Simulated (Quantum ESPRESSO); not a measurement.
TiO2:

```
Ti O
1.0
     4.59984    0.00000    0.00000
     0.00000    4.59984    0.00000
     0.00000    0.00000    2.95921
Ti O
2 4
Direct
  0.00000 0.00000 0.50000
  0.50000 0.50000 0.00000
  0.30432 0.30432 0.50000
  0.19568 0.80432 0.00000
  0.80432 0.19568 0.00000
  0.69568 0.69568 0.50000
```

The cell is a database's computed one.

Base run:

| Property | Result |
| --- | --- |
| Program | Quantum ESPRESSO 7.5 |
| Functional | PBE |
| Potentials or basis | PseudoDojo 0.4.1 SR PBE standard |
| Cutoff | 1143 eV |
| Density cutoff | 4572 eV |
| k mesh | 4 × 4 × 6, shifted |
| Occupations | fermi-dirac, width 0.05 eV |
| Spin | no spin polarisation |

Its results: pressure 3.6 GPa; largest force 0.018 eV/Å; electronic dielectric tensor (diagonal) 7.33, 7.33, 8.60.

Q: After a change of settings the same cell gave: pressure -2.7 GPa; largest force 0.062 eV/Å; electronic dielectric tensor (diagonal) 7.39, 7.39, 8.66. Which change was it?
A. functional from PBE to LDA; potentials or basis from PseudoDojo 0.4.1 SR PBE standard to PseudoDojo 0.4.1 SR LDA standard
B. functional from PBE to BLYP
C. functional from PBE to WC

A: C.

WC binds more tightly than PBE, so the same cell stands under less pressure.

Caveats: the cell is more than 3 GPa from zero pressure, which shifts response properties (some runs); the potentials were made for another functional, which shifts forces and pressure (some runs).

Not every run made on this cell is shown here.
